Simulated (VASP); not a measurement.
Write the native input for VASP 6.6.1 that does the following.

```yaml
Task: relaxation of cell and atoms
Functional: PBEsol
Potentials_or_basis: VASP PAW PBE potentials, release 64 (Ti_sv, Te)
Cutoff: 600 eV
k_mesh: 12 × 12 × 6
Occupations: methfessel-paxton, width 0.1 eV
Spin: no spin polarisation
Further_INCAR_settings: ALGO = Normal; EDIFF = 1e-06; IBRION = 2; EDIFFG = -0.01; NSW = 90; ISIF = 3
```

The structure of TiTe2 lies in POSCAR:

```
TiTe2
1.0
    3.7770000000      0.0000000000      0.0000000000
   -1.8885000000      3.2709779501      0.0000000000
    0.0000000000      0.0000000000      6.4980000000
Ti Te
1 2
Direct
    0.0000000000      0.0000000000      0.0000000000
    0.6666666667      0.3333333333      0.2628000000
    0.3333333333      0.6666666667      0.7372000000
```

One way to write it, as run:

INCAR

```
SYSTEM = TiTe2
  PREC = Accurate
  ENCUT = 600
  EDIFF = 1E-6
  ISMEAR = 1
  SIGMA = 0.1
  LREAL = .FALSE.
  LASPH = .TRUE.
  NELM = 80
  ALGO = Normal
  ISIF = 3
  LWAVE = .FALSE.
  LCHARG = .FALSE.
  GGA = PS
  IBRION = 2
  NSW = 90
  EDIFFG = -0.01
```

KPOINTS

```
regular mesh
0
G
  12 12 6
  0 0 0
```

Potentials or basis: VASP PAW PBE potentials, release 64 (Ti_sv, Te).

Command:

```console
$ cat potpaw_PBE.64/Ti_sv/POTCAR potpaw_PBE.64/Te/POTCAR > POTCAR
$ mpirun -np 1 vasp_std > vasp.out
```

Results of the run:

```json
{"Relaxed volume": "25.43 Å³/atom", "Relaxed cell": "a = 3.698 Å, b = 3.698 Å, c = 6.441 Å, α = 90.00°, β = 90.00°, γ = 120.00°", "Space group after relaxing (to 0.05 Å)": "P-3m1 (No. 164)", "Energy gained by relaxing": "9.6 meV/atom", "Ionic steps": "16", "Pressure after relaxing": "0.0 GPa", "Largest force after relaxing": "0.009 eV/Å", "Band gap on the k mesh": "none (metal or under the smearing width)"}
```

Caveat: the PAW data sets were made with another functional, which shifts forces and pressure a little; this functional lacks dispersion, which binds the layers, so the pressure and a relaxed spacing across them are unreliable.

It took 22 min on 1 thread of Intel(R) Xeon(R) Platinum 8488C (Sapphire Rapids), with other jobs on the host, peak memory 0.35 GiB.
